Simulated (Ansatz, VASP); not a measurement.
# CaSiS3 in two plane-wave programs

Wanted: the spread between two codes on one cell, functional and k mesh. The cell is generated by rule, not measured, and may not be a known phase. The cell is taken from a series of runs on this material, whose earlier steps may have relaxed, scaled, displaced or heated it; both programs get it as it stands.

Method: plane waves, with VASP 6.6.1 beside it; relaxation of cell and atoms at LDA, in Ansatz 0.2.0.

The structure was built from a prototype and need not be the compound's stable phase.

## 1. Set-up

It takes space group C2 (No. 5, monoclinic). Conventional cell: a = 10.576 Å, b = 6.516 Å, c = 6.160 Å, α = 90.00°, β = 121.80°, γ = 90.00°. Ca has 9 S at 2.68 to 3.38 Å nearest. Nearest to Ca lie 9 S at 2.66 to 3.43 Å. Si has 6 S at 2.23 to 2.43 Å nearest. S has 2 Si at 2.33 Å and 3 Ca at 2.72 to 3.12 Å nearest. S has 2 Si at 2.31 Å and 3 Ca at 2.66 to 3.13 Å nearest. Nearest to S lie 2 Si at 2.23 to 2.42 Å and 3 Ca at 2.68 to 3.43 Å. Farther neighbours and most contacts between anions are not listed.

## 2. VASP: relaxation of cell and atoms, LDA

The relaxed volume is the usual yardstick between codes: in a stiff, nearly cubic crystal its relative difference is about their pressure difference at one cell divided by the bulk modulus.

Lines of VASP's logs that name or quote its potential files are left out, and so is its time.

Input file INCAR:

```
SYSTEM = CaSiS3
PREC = Accurate
ENCUT = 500
EDIFF = 1E-07
NELM = 120
ISMEAR = 0
SIGMA = 0.01
LREAL = .FALSE.
ALGO = Normal
GGA = PW92
NBANDS = 42
LORBIT = 11
LWAVE = .FALSE.
LCHARG = .FALSE.
ISIF = 3
IBRION = 2
NSW = 80
EDIFFG = -0.005
LASPH = .TRUE.
GGA_COMPAT = .FALSE.
NELMIN = 4
EFERMI = MIDGAP
KPAR = 2
```

Input file POSCAR:

```
CaSiS3
1.0
    5.2882100000     -3.2580230000      0.0000000000
    5.2882100000      3.2580230000      0.0000000000
   -3.2455320000      0.0000000000      5.2351640000
Ca Si S
2 2 6
Direct
    0.7432708425      0.2567291575      0.5000000000
    0.2381531683      0.7618468317      0.0000000000
    0.9795898723      0.5134304867      0.2429073855
    0.4865695133      0.0204101277      0.7570926145
    0.1601052233      0.8398947767      0.5000000000
    0.8305007362      0.1694992638      0.0000000000
    0.7866002807      0.6645133587      0.9129375890
    0.2818716218      0.3417045328      0.5905269634
    0.3354866413      0.2133997193      0.0870624110
    0.6582954672      0.7181283782      0.4094730366
```

Input file KPOINTS:

```
Automatic mesh
0
Gamma
6 6 6
0 0 0
```

PAW data sets: Ca_sv, Si and S (LDA family, release 64).

Launch:

```console
$ mpirun -np 2 vasp_std
```

Numbers of over 12 decimals in the logs are rounded to 6 here.

The log of the run:

```text
[banner, memory and clock lines left out]
running    2 mpi-ranks, on    1 nodes
 distrk:  each k-point on    1 cores,    2 groups
 distr:  one band on    1 cores,    1 groups

 POSCAR found type information on POSCAR CaSiS
 POSCAR found :  3 types and      10 ions
|                                                                             |
|               ----> ADVICE to this user running VASP <----                  |
|                                                                             |
|     You enforced a specific xc type in the INCAR file but a different       |
|     [... a line on the potential file left out ...]
|     I HOPE YOU KNOW WHAT YOU ARE DOING!                                     |
|                                                                             |

 LDA part: xc-table for (Slater(with rela. corr.)+PW92), standard interpolation
 POSCAR, INCAR and KPOINTS ok, starting setup
 FFT: planning ... GRIDC
 FFT: planning ... GRID_SOFT
 FFT: planning ... GRID
 WAVECAR not read
 entering main loop
       N       E                     dE             d eps       ncg     rms          rms(c)
DAV:   1     0.453550658099E+03    0.45355E+03   -0.28777E+04  5712   0.136E+03
DAV:   2    -0.164692526527E+02   -0.47002E+03   -0.45252E+03  6952   0.330E+02
DAV:   3    -0.547875235454E+02   -0.38318E+02   -0.37679E+02  8440   0.837E+01
DAV:   4    -0.563978268122E+02   -0.16103E+01   -0.16057E+01  9376   0.159E+01
DAV:   5    -0.564680623051E+02   -0.70235E-01   -0.70216E-01  8208   0.250E+00    0.168E+01
DAV:   6    -0.551286655920E+02    0.13394E+01   -0.27533E+00  7056   0.550E+00    0.116E+01
DAV:   7    -0.550186356308E+02    0.11003E+00   -0.87031E-01  7432   0.349E+00    0.383E+00
DAV:   8    -0.550002271004E+02    0.18409E-01   -0.13595E-01  7056   0.145E+00    0.939E-01
DAV:   9    -0.549999154974E+02    0.31160E-03   -0.13775E-02  8048   0.508E-01    0.276E-01
DAV:  10    -0.549996936293E+02    0.22187E-03   -0.15836E-03  7968   0.159E-01    0.107E-01
DAV:  11    -0.549997175583E+02   -0.23929E-04   -0.29127E-04  8512   0.618E-02    0.458E-02
DAV:  12    -0.549997150957E+02    0.24626E-05   -0.23483E-05  8120   0.213E-02    0.212E-02
DAV:  13    -0.549997162088E+02   -0.11132E-05   -0.44922E-06  7704   0.969E-03    0.430E-03
DAV:  14    -0.549997160641E+02    0.14472E-06   -0.67980E-07  6520   0.404E-03    0.301E-03
DAV:  15    -0.549997160585E+02    0.55707E-08   -0.11086E-07  4808   0.148E-03
   1 F= -.54999716E+02 E0= -.54999716E+02  d E =-.549997E+02
[...]
2 F= -.54999835E+02 E0= -.54999835E+02  d E =-.118910E-03
[...]
3 F= -.54999882E+02 E0= -.54999882E+02  d E =-.166016E-03
[...]
4 F= -.54999922E+02 E0= -.54999922E+02  d E =-.403982E-04
[...]
5 F= -.54999937E+02 E0= -.54999937E+02  d E =-.554021E-04
 curvature:  -1.57 expect dE=-0.272E-04 dE for cont linesearch -0.856E-09
 trial: gam= 0.42201 g(F)=  0.876E-05 g(S)=  0.857E-05 ort =-0.175E-06 (trialstep = 0.147E+01)
 search vector abs. value=  0.272E-04
 bond charge predicted
       N       E                     dE             d eps       ncg     rms          rms(c)
DAV:   1    -0.549999836997E+02   -0.46220E-04   -0.41193E-03  5732   0.319E-01    0.484E-02
DAV:   2    -0.549999629878E+02    0.20712E-04   -0.24410E-04  7044   0.808E-02    0.256E-02
DAV:   3    -0.549999524200E+02    0.10568E-04   -0.18126E-05  7248   0.221E-02    0.113E-02
DAV:   4    -0.549999507127E+02    0.17073E-05   -0.77430E-06  9184   0.107E-02    0.520E-03
DAV:   5    -0.549999507855E+02   -0.72811E-07   -0.51689E-07  7504   0.348E-03
   6 F= -.54999951E+02 E0= -.54999951E+02  d E =-.133085E-04
 trial-energy change:   -0.000013  1 .order   -0.000015   -0.000025   -0.000004
 step:   2.1144(harm=  1.7493)  dis= 0.00059  next Energy=   -54.999952 (dE=-0.141E-04)
 reached required accuracy - stopping structural energy minimisation
```

Parts of OUTCAR (step 2):

```text
ion  position               nearest neighbor table
   1  0.743  0.257  0.500-   7 2.68   9 2.68   5 2.72   8 2.93  10 2.93
   2  0.238  0.762  0.000-   6 2.66   8 2.70  10 2.70   9 2.90   7 2.90
   3  0.980  0.513  0.243-   7 2.23  10 2.24   6 2.31   5 2.33   9 2.42   8 2.43
   4  0.487  0.020  0.757-   9 2.23   8 2.24   6 2.31   5 2.33   7 2.42  10 2.43
   5  0.160  0.840  0.500-   3 2.33   4 2.33   1 2.72
   6  0.831  0.169  0.000-   3 2.31   4 2.31   2 2.66
   7  0.787  0.665  0.913-   3 2.23   4 2.42   1 2.68   2 2.90
   8  0.282  0.342  0.591-   4 2.24   3 2.43   2 2.70   1 2.93
   9  0.335  0.213  0.087-   4 2.23   3 2.42   1 2.68   2 2.90
  10  0.658  0.718  0.409-   3 2.24   4 2.43   2 2.70   1 2.93

  LATTYP: Found a base centered monoclinic cell.
 ALAT       =    10.5764200000
 B/A-ratio  =     0.6160918345
 C/A-ratio  =     0.5823879476
 COS(beta)  =    -0.5269080431

 Subroutine GETGRP returns: Found  2 space group operations
 (whereof  2 operations were pure point group operations)

The static configuration has the point symmetry C_2 .

 Found     68 irreducible k-points:

   k-points           NKPTS =     68   k-points in BZ     NKDIM =     68   number of bands    NBANDS=     42

   dimension x,y,z NGX =    48 NGY =   48 NGZ =   48
   dimension x,y,z NGXF=    96 NGYF=   96 NGZF=   96

   ENCUT  =  500.0 eV  36.75 Ry    6.06 a.u.  11.32 11.32 11.23*2*pi/ulx,y,z

   NELECT =      64.0000    total number of electrons

 k-points in reciprocal lattice and weights: Automatic mesh
   0.00000000  0.00000000  0.00000000       0.005
   0.16666667 -0.00000000  0.00000000       0.019
   0.33333333 -0.00000000  0.00000000       0.019
   0.50000000  0.00000000 -0.00000000       0.009
   0.16666667  0.16666667  0.00000000       0.009
   0.33333333  0.16666667  0.00000000       0.019
   0.50000000  0.16666667  0.00000000       0.019
  -0.33333333  0.16666667  0.00000000       0.019
  -0.16666667  0.16666667  0.00000000       0.009
[...]
-0.33333333  0.33333333  0.50000000       0.009
   0.50000000  0.50000000  0.50000000       0.005

 average (electrostatic) potential at core
       1 -42.5889       2 -42.5410       3 -86.3111       4 -86.3111       5 -85.6956
       6 -85.6707       7 -85.6878       8 -85.7261       9 -85.6878      10 -85.7261

 E-fermi :   5.9986

 k-point     1 :       0.0000    0.0000    0.0000
  band No.  band energies     occupation
    ...
     28       4.8232      2.00000
     29       4.8690      2.00000
     30       5.0814      2.00000
     31       5.2744      2.00000
     32       5.5991      2.00000
     33       6.5990      0.00000
     34       8.4103      0.00000
     35       8.7623      0.00000
     36       8.9458      0.00000
     37       9.1690      0.00000
    ...

 k-point     2 :       0.1667   -0.0000    0.0000
  band No.  band energies     occupation
    ...
     28       4.5442      2.00000
     29       4.8539      2.00000
     30       5.0991      2.00000
     31       5.3157      2.00000
     32       5.4895      2.00000
     33       6.5740      0.00000
     34       8.2993      0.00000
     35       8.7459      0.00000
     36       8.9404      0.00000
     37       9.4155      0.00000
    ...

 k-point     3 :       0.3333   -0.0000    0.0000
  band No.  band energies     occupation
    ...
     28       4.4666      2.00000
     29       4.7179      2.00000
     30       5.0149      2.00000
     31       5.2721      2.00000
     32       5.4251      2.00000
     33       6.5298      0.00000
     34       7.4856      0.00000
     35       9.1117      0.00000
     36       9.3364      0.00000
     37       9.6377      0.00000
    ...

  Total       -0.0086514     -0.0143923     -0.0098027      0.0000000      0.0000000     -0.0010487
  in kB       -0.0768190     -0.1277951     -0.0870423      0.0000000      0.0000000     -0.0093120
  external PRESSURE =      -0.0972188 kB  Pullay stress =       0.0000000 kB

  energy-cutoff  :      500.00
  volume of cell :      180.44
      direct lattice vectors                 reciprocal lattice vectors
     5.288288815 -3.258493011 -0.001035188     0.094560019 -0.153445166  0.058629931
     5.288288815  3.258493011 -0.001035188     0.094560019  0.153445166  0.058629931
    -3.246605761  0.000000000  5.236218043     0.000037389  0.000000000  0.191000714

 POSITION                                       TOTAL-FORCE (eV/Angst)
 -----------------------------------------------------------------------------------
      3.66499     -1.58708      2.61707        -0.000000     -0.001953     -0.000000
      5.28829      1.70506     -0.00104        -0.000000     -0.003469      0.000000
      7.10680     -1.51789      1.27008        -0.000601      0.001718     -0.002285
      0.22317     -1.51789      3.96407         0.000601      0.001718      0.002285
      3.66499      2.21107      2.61707        -0.000000      0.001749      0.000000
      5.28829     -2.15167     -0.00104        -0.000000     -0.001424      0.000000
      4.70923     -0.39534      4.78122        -0.004568      0.000265      0.000091
      1.37769      0.19385      3.08852        -0.002341      0.000566      0.002774
      2.62074     -0.39534      0.45292         0.004568      0.000265     -0.000091
      5.95229      0.19385      2.14563         0.002341      0.000566     -0.002774
 -----------------------------------------------------------------------------------
    total drift:                                0.000000     -0.000058     -0.000000

  FREE ENERGIE OF THE ION-ELECTRON SYSTEM (eV)
  ---------------------------------------------------
  free  energy   TOTEN  =       -54.9999507855 eV

  energy  without entropy=      -54.9999507855  energy(sigma->0) =      -54.99995079

 reached required accuracy - stopping structural energy minimisation

 total charge
# of ion       s       p       d       tot
------------------------------------------
    1        2.035   5.846   0.284   8.165
    2        2.035   5.847   0.288   8.171
    3        0.716   0.742   0.000   1.458
    4        0.716   0.742   0.000   1.458
    5        1.336   2.416   0.000   3.753
    6        1.341   2.420   0.000   3.761
    7        1.343   2.418   0.000   3.760
    8        1.340   2.413   0.000   3.754
    9        1.343   2.418   0.000   3.760
   10        1.340   2.413   0.000   3.754
--------------------------------------------------
tot         13.545  27.676   0.573  41.794

[... 3 further parts left out ...]
```

CONTCAR:

```
CaSiS3
   1.00000000000000
     5.2882888145788964   -3.2584930107273689   -0.0010351878165790
     5.2882888145788964    3.2584930107273689   -0.0010351878165790
    -3.2466057606993903    0.0000000000000000    5.2362180427087051
  Ca              Si              S
     2     2     6
Direct
     0.7435293262807622    0.2564706737192378    0.5000000000000000
     0.2383670376120884    0.7616329623879117    0.0000000000000000
     0.9793967873317742    0.5135711440479492    0.2428512885406820
     0.4864288559520508    0.0206032126682259    0.7571487114593179
     0.1607225574951723    0.8392774425048278    0.5000000000000000
     0.8301630386658375    0.1698369613341624    0.0000000000000000
     0.7862908209345287    0.6649644378860251    0.9133932166045433
     0.2816083651512050    0.3410989846373932    0.5899608462425068
     0.3350355621139750    0.2137091790654713    0.0866067833954567
     0.6589010153626067    0.7183916348487949    0.4100391537574932
```

The run keeps the 2 symmetry operations of its start, so it cannot find a distortion of lower symmetry.

(Continued in part 2 of 2.)

[Lines on the potential files, build, host, timing and source positions are cut from VASP's logs without a mark.]

[Logs are printed without paths, hosts, clocks, repeated set-up lines and the standing remarks that a program may print on its own settings, such as how far it seeks lower states.]

[Hosts, paths, dates, database ids (printed as entryN), source tags and the programs' standing remarks are cut or masked in the printed files.]
